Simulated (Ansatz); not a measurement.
## K: frozen-core PAW against all-electron methods

```yaml
crystal:
  lattice:
    - [-2.69756, 2.69756, 2.69756]
    - [2.69756, -2.69756, 2.69756]
    - [2.69756, 2.69756, -2.69756]
  atoms:
    - { symbol: K, position: [0.00000, 0.00000, 0.00000] }
```

Structure from Materials Project entry mp-58 (possibly hypothetical), not relaxed further.

All numbers are computed: DFT, PBEsol, PAW with Ansatz's default frozen-core files, scalar-relativistic (Ansatz 0.2.0); DFT, PBEsol, all-electron LAPW, scalar-relativistic (Ansatz 0.2.0).

For PAW: a Γ-centred 10×10×10 k mesh, Fermi–Dirac smearing of 0.05 eV, cutoff 420 eV, no spin polarisation; the PAW files were made with PBE, and the program remakes their frozen cores for this functional. LAPW targets a basis error of 0.5 meV/atom. The Ansatz runs share mesh, smearing and spin set-up. Plane-wave (PAW) pressures include the program's estimate of the Pulay term.

Stress and pressure are positive in compression.

Levels count from the Fermi level.

PAW results:

```json
{"quantity": "pressure (GPa)", "PAW": "-0.31"}
{"quantity": "highest filled level at P (eV)", "PAW": "-15.579"}
{"quantity": "lowest empty level at P (eV)", "PAW": "1.445"}
{"quantity": "highest filled level at H (eV)", "PAW": "-15.592"}
{"quantity": "lowest empty level at H (eV)", "PAW": "1.708"}
```

Question: What does full-potential LAPW give for the same quantities?

Answer: 
```tsv
quantity	LAPW
pressure (GPa)	-0.31
highest filled level at P (eV)	-15.578
lowest empty level at P (eV)	1.445
highest filled level at H (eV)	-15.591
lowest empty level at H (eV)	1.707
```
